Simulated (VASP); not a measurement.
## BeTe: band structure with PBEsol

BeTe:

```
Te Be
1.0
     0.00000    2.77000    2.77000
     2.77000    0.00000    2.77000
     2.77000    2.77000    0.00000
Te Be
1 1
Direct
  0.75000 0.75000 0.75000
  0.00000 0.00000 0.00000
```

```yaml
Program: VASP 6.6.1
Task: band structure
Functional: PBEsol
Potentials_or_basis: VASP PAW PBE potentials, release 64 (Te, Be)
Cutoff: 520 eV
k_mesh: 6 × 6 × 6
Occupations: fermi-dirac, width 0.05 eV
Spin: spin-orbit coupling, no magnetisation
Further_INCAR_settings: ALGO = Normal; EDIFF = 1e-06
```

The pressure is 2.6 GPa. The valence electrons inside the program's atomic spheres are Te 3.53; Be 0.99.

It took 100 s on 1 thread of AMD EPYC 9R45 96-Core Processor (Zen 5), on a shared host, peak memory 0.25 GiB.

Caveat: the PAW data sets were made with another functional, which shifts forces and pressure a little.
